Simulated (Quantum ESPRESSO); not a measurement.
KI: dielectric tensor with BLYP

**What was measured.**

A printed reference work, monograph reports, for a bulk crystal of KI: high-frequency dielectric constant 2.65.

The system is KI.

```xyz
2
Lattice="0.0000 3.5328 3.5328 3.5328 0.0000 3.5328 3.5328 3.5328 0.0000" Properties=species:S:1:pos:R:3 pbc="T T T"
I     3.5328    3.5328    3.5328
K     0.0000    0.0000    0.0000
```

| Property | Result |
| --- | --- |
| Program | Quantum ESPRESSO 7.5 |
| Task | dielectric tensor |
| Functional | BLYP |
| Potentials or basis | PseudoDojo 0.4.1 SR PBE standard |
| Cutoff | 1007 eV |
| Density cutoff | 4027 eV |
| k mesh | 6 × 6 × 6, shifted |
| Occupations | fermi-dirac, width 0.05 eV |
| Spin | no spin polarisation |
| Mixing beta | 0.5 |
| Most SCF iterations | 120 |
| SCF threshold | 4e-10 Ry |

The pressure is 1.4 GPa. The electronic dielectric tensor (diagonal) is 2.84 and the born charges (mean of the diagonal) is I -1.14; K +1.14 e.

Levels at points of the mesh, in eV from the valence-band top:
| k point | band 5 | band 6 | band 7 | band 8 | band 9 | band 10 | band 11 | band 12 |
| --- | --- | --- | --- | --- | --- | --- | --- | --- |
| (0.08, 0.08, 0.08) | -10.48 | -0.10 | 0.00 | 0.00 | 4.20 | 6.45 | 6.56 | 6.56 |

Electronic dielectric tensor:
```
2.84 0.00 0.00
0.00 2.84 0.00
0.00 0.00 2.84
```

Born effective charge tensors (e):
atom 1, I
```
-1.14  0.00  0.00
 0.00 -1.14  0.00
 0.00  0.00 -1.14
```
atom 2, K
```
1.14 0.00 0.00
0.00 1.14 0.00
0.00 0.00 1.14
```

It took 4.3 min on 1 thread of Intel(R) Xeon(R) 6975P-C (Granite Rapids), with other jobs on the host, peak memory 0.14 GiB.

Against the measured high-frequency dielectric constant of KI, 2.65 (a printed reference work, monograph), the calculated 2.84 is off by +7.3 %.

Caveat: the potentials were made for another functional, which shifts forces and pressure. Spin-orbit coupling is left out, which matters for the levels of I.
